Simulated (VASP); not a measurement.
Set up this calculation in VASP 6.6.1, as the native input.

```
Task                   : relaxation of cell and atoms
Functional             : r2SCAN
Potentials or basis    : VASP PAW PBE potentials, release 64 (Al)
Cutoff                 : 600 eV
k mesh                 : 11 × 12 × 12
Occupations            : methfessel-paxton, width 0.1 eV
Spin                   : no spin polarisation
Further INCAR settings : ALGO = Normal; EDIFF = 1e-07; IBRION = 2; EDIFFG = -0.005; NSW = 60; ISIF = 3
```

The structure of Al lies in POSCAR:

```
Al
1.0
   -1.5759003900      1.6569236100      1.6579838500
    1.4794763400     -1.5976414500      1.5022776300
    1.6144548200      1.6361958800     -1.5987016800
Al
1
Direct
    0.0000000000      0.0000000000      0.0000000000
```

This isn't the form of Al at room conditions, which is fcc.

The cell isn't the ideal one: cell sheared at random, sigma 0.03, atoms nudged by 0.01 Å.

The input as run:

INCAR

```
SYSTEM = Al
ALGO     = Normal         ! electronic algorithm
EDIFF    = 1E-7           ! SCF threshold, eV
EDIFFG   = -0.005         ! ionic threshold
ENCUT    = 600            ! plane-wave cutoff, eV
IBRION   = 2              ! ionic algorithm
ISIF     = 3              ! what is computed and relaxed
ISMEAR   = 1              ! smearing method
LASPH    = .True.         ! aspherical terms in the spheres
LCHARG   = .False.        ! write CHGCAR
LMIXTAU  = .True.       
LREAL    = .False.        ! projectors in reciprocal space
LWAVE    = .False.        ! write WAVECAR
METAGGA  = R2SCAN         ! meta-GGA
NELM     = 100            ! most SCF steps
NSW      = 60             ! ionic steps
PREC     = Accurate       ! precision mode
SIGMA    = 0.1            ! smearing width, eV
```

KPOINTS

```
k-points
0
Gamma
  11 12 12
  0 0 0
```

Potentials or basis: VASP PAW PBE potentials, release 64 (Al).

Command:

```console
$ cat potpaw_PBE.64/Al/POTCAR > POTCAR
$ mpirun -np 1 vasp_std > vasp.out
```

It gave:

The relaxed volume is 15.85 Å³/atom and the relaxed cell is a = 2.782 Å, b = 2.836 Å, c = 2.824 Å, α = 119.86°, β = 90.02°, γ = 119.72°. The space group after relaxing (to 0.05 Å) is Immm (No. 71) and the energy gained by relaxing is 134.3 meV/atom. The ionic steps are 37 and the pressure after relaxing is 0.0 GPa. The band gap on the k mesh is none (metal or under the smearing width).

Caveat: the PAW data sets were made with another functional, which shifts forces and pressure a little.

Run time: 28 min on 1 thread of Intel(R) Xeon(R) 6975P-C (Granite Rapids), on a shared host, peak memory 0.21 GiB.
